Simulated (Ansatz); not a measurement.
# ZnCu (Pm-3m): other levels of theory at one geometry

One table from this session's results is given with a row withheld; the runs are named, their logs left out.

Method: DFT at several levels, plane waves, PAW, in Ansatz 0.2.0.

1 further run of the same task is left out (it didn't finish).

## The structure to begin with

It takes space group Pm-3m (No. 221, cubic). Conventional cell: a = 2.965 Å, b = 2.965 Å, c = 2.965 Å, α = 90.00°, β = 90.00°, γ = 90.00°. Zn (site symmetry m-3m) is surrounded by 8 Cu at 2.57 Å. Cu (site symmetry m-3m) has 8 Zn at 2.57 Å as nearest neighbours.

Structure file:

```
Zn Cu
1.0
     2.96523    0.00000    0.00000
     0.00000    2.96523    0.00000
     0.00000    0.00000    2.96523
Zn Cu
1 1
Cartesian
  1.4826 1.4826 1.4826
  0.0000 0.0000 0.0000
```

An earlier run at PBE left this cell at 13.036 Å³/atom and 0.00 GPa (12×12×12 mesh), a metal on this mesh.

Levels to run: PBE+SOC; r²SCAN; PBEsol; LDA; HSE06. Hardware: 4 threads of Arm Neoverse V2, shared host.

Set-up of the first run:

Input file input.yaml:

```yaml
crystal:
  lattice:
    - [2.9652259791, 0.0, 0.0]
    - [0.0, 2.9652259791, 0.0]
    - [0.0, 0.0, 2.9652259791]
  atoms:
    - { symbol: Zn, position: [0.5, 0.5, 0.5] }
    - { symbol: Cu, position: [0.0, 0.0, 0.0] }
basis:
  ecutwfc: 420
  ecutrho_ratio: 4
kpoints:
  mp_grid: { grid: [12, 12, 12] }
hamiltonian:
  xc: pbe
scf:
  occupations: { method: gaussian, width: 0.05 }
output:
  forces: true
  stress: true
  eigenvalues: true
  populations: true
  dos: { projected: true, de: 0.02 }
  write_density: true
  write_potential: true
  elf: true
  volumetric_format: npy
magnetization:
  noncollinear: true
  spin_orbit: true
```

Started as:

```console
> ansatz run input.yaml --threads 4 --pin off --max-ram 7168MiB --backend cpu --events-out ev --progress --plain --runs-dir out
```

Steps of the session up to this table: PBE+SOC; r²SCAN; PBEsol; LDA; HSE06.

One table of the session follows, with a row left open; its other results are not shown here.

| level | pressure (GPa) |
| --- | --- |
| PBE | 0.0 |
| LDA | -11.7 |
| PBEsol | ? |
| PBE+SOC | 0.0 |
| r²SCAN | -5.5 |
| HSE06 | 0.2 |

Q: Estimate the row for PBEsol from the others.

The run gave: pressure (GPa): -6.7. In the column «pressure (GPa)» it lies between LDA (-11.7) and r²SCAN (-5.5).

The pressure runs from -11.7 GPa (LDA) to 0.2 GPa (HSE06); a negative pressure means that level wants a smaller cell, a positive one a larger cell. Total energies of different levels have different zeros and can't be compared.

Caveats from the session: Warnings in the runs' records: filled band counts differ across k points, stress scf threshold loose, stress exchange threshold loose.
